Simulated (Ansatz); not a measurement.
Runs of Ansatz 0.2.0 on Pd. Symmetry: Fm-3m, No. 225, cubic system. The conventional cell has a = 3.893 Å, b = 3.893 Å, c = 3.893 Å, α = 90.00°, β = 90.00°, γ = 90.00°. Pd (site symmetry m-3m) has 12 Pd at 2.75 Å as nearest neighbours. 

| task | level | potentials or basis | spin | cell | k mesh | cutoff (eV) | basis error allowed | pressure (GPa) |
| --- | --- | --- | --- | --- | --- | --- | --- | --- |
| relaxation of cell and atoms | revPBE+D4 | all-electron LAPW, scalar-relativistic | off | relaxed | 12 × 12 × 12 | - | 0.001 eV/atom | 0.0 |
| band structure | PBEsol | all-electron PAW datasets made for the crystal | off | as given | 12 × 12 × 12 | 260 | - | -3.0 |
| band structure | LDA | all-electron LAPW, relativistic spinors | SOC, no magnetisation | as given | 9 × 9 × 9 | 266 | 0.001 eV/atom | (a) |
| band structure | PBEsol | all-electron LAPW, scalar-relativistic | off | as given | 12 × 12 × 12 | 266 | 0.001 eV/atom | -3.0 |
| band structure | PBEsol | all-electron LAPW, inner shells corrected to Dirac's equation | off | as given | 12 × 12 × 12 | 266 | 0.001 eV/atom | -2.9 |

Alike in all rows: smearing fermi-dirac 0.05 eV.

Q: Fill in the values left out.

A: (a) -8.7.

Caveats: the k mesh is thin for a metal, which can move the energy by tens of meV per atom (some runs).

The runs don't all hold the same shells in valence.

Runs at the PBE level aren't shown here.
